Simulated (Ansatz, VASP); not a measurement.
# One calculation of CdSe, two programs

File INCAR:

```
PREC     = Accurate       # precision mode
ENCUT    = 520            # plane-wave cutoff, eV
EDIFF    = 1E-6           # SCF threshold, eV
ISMEAR   = 0              # smearing method
SIGMA    = 0.02           # smearing width, eV
LREAL    = False          # projectors in reciprocal space
LASPH    = True           # aspherical terms in the spheres
NELM     = 100            # most SCF steps
ALGO     = Normal         # electronic algorithm
ISIF     = 2              # what is computed and relaxed
LWAVE    = False          # write WAVECAR
LCHARG   = False          # write CHGCAR
GGA      = PE             # functional
NBANDS   = 16             # bands
```

Contents of KPOINTS:

```
regular mesh
0
Gamma
  10 10 10
```

The input POSCAR:

```
CdSe
1.0
    0.0000000000      3.1984318564      3.1984318564
    3.1984318564      0.0000000000      3.1984318564
    3.1984318564      3.1984318564      0.0000000000
Cd Se
1 1
Direct
    0.0000000000      0.0000000000      0.0000000000
    0.7500000000      0.7500000000      0.7500000000
```

Input for Ansatz:

```yaml
crystal:
  lattice:
    - [0.0, 3.1984318564, 3.1984318564]
    - [3.1984318564, 0.0, 3.1984318564]
    - [3.1984318564, 3.1984318564, 0.0]
  atoms:
    - { symbol: Cd, position: [0.0, 0.0, 0.0] }
    - { symbol: Se, position: [0.75, 0.75, 0.75] }
basis:
  ecutwfc: 420
kpoints:
  mp_grid: { grid: [10, 10, 10] }
hamiltonian:
  xc: pbe
scf:
  occupations: { method: gaussian, width: 0.02 }
output:
  forces: true
  stress: true
  eigenvalues: true
```

Alike in both runs: task single point; functional PBE; k mesh 10 × 10 × 10; occupations gaussian, width 0.02 eV; no spin polarisation.

|  | VASP | Ansatz |
| --- | --- | --- |
| version | VASP 6.6.1 | Ansatz 0.2.0 |
| potentials or method | VASP PAW PBE potentials, release 64 (Cd, Se) | scalar-relativistic, plane waves, PAW |
| plane-wave cutoff (eV) | 520 | 420 |
| valence electrons in the cell | 18 | 36 |

VASP gave:

| Quantity | Value |
| --- | --- |
| gap on the k mesh at the Fermi level (eV) | 0.30 |
| least direct gap on the mesh (eV) | 0.30 |
| pressure (GPa) | -3.3 |

Problem. Estimate Ansatz's values.

Solution. gap on the k mesh at the Fermi level (eV): 0.30; least direct gap on the mesh (eV): 0.30; pressure (GPa): -3.4.

The two sets of potentials don't hold the same shells in valence.
